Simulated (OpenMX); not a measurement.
**Fe under changes of volume**

One of the cells (12.019 Å³/atom); the others are scaled copies at fixed shape and fractional positions:

```xyz
1
Lattice="-1.4430 1.4430 1.4430 1.4430 -1.4430 1.4430 1.4430 1.4430 -1.4430" Properties=species:S:1:pos:R:3 pbc="T T T"
Fe    0.0000    0.0000    0.0000
```

- Program: OpenMX 3.8.5
- Functional: PBE
- Potentials or basis: OpenMX 2013 PBE set, Fe6.0H-s2p2d1, fixed grid of 27 × 27 × 27 points
- k mesh: 13 × 13 × 13
- Occupations: fermi-dirac, width 0.05 eV
- Spin: collinear spin, ferromagnetic start
- Starting moments: [3.0] μB

```csv
volume (Å³/atom),energy over the lowest point (meV/atom),moment (μB per cell)
11.298,6.03,2.12
11.538,0.00,2.16
11.778,?,?
12.019,5.09,2.27
12.259,14.25,2.34
12.499,27.19,2.42
12.740,41.32,2.54
```

Problem. What does the run at 11.778 Å³/atom give?

Solution. Energy over the lowest point 0.28 meV/atom; moment 2.21 μB per cell.

Worked out: A Birch-Murnaghan fit of order 3 (a polynomial in V^(-2/3)) to the other rows has its minimum at 11.65 Å³/atom with B0 = V·E''(V) = 186 GPa (rough, since the energies scatter). It gives -0.05 meV/atom at 11.778 Å³/atom, against the run's 0.28. A parabola through the other rows of the moment, of slope 0.226 μB per Å³/atom there, gives 2.20 μB, against the run's 2.21.

Energies are extrapolated to zero smearing.

Caveats: the transition metal has a single d function, too few for pressures, volumes and moments; the basis of atomic orbitals isn't converged, which shifts pressures, moduli and gaps.
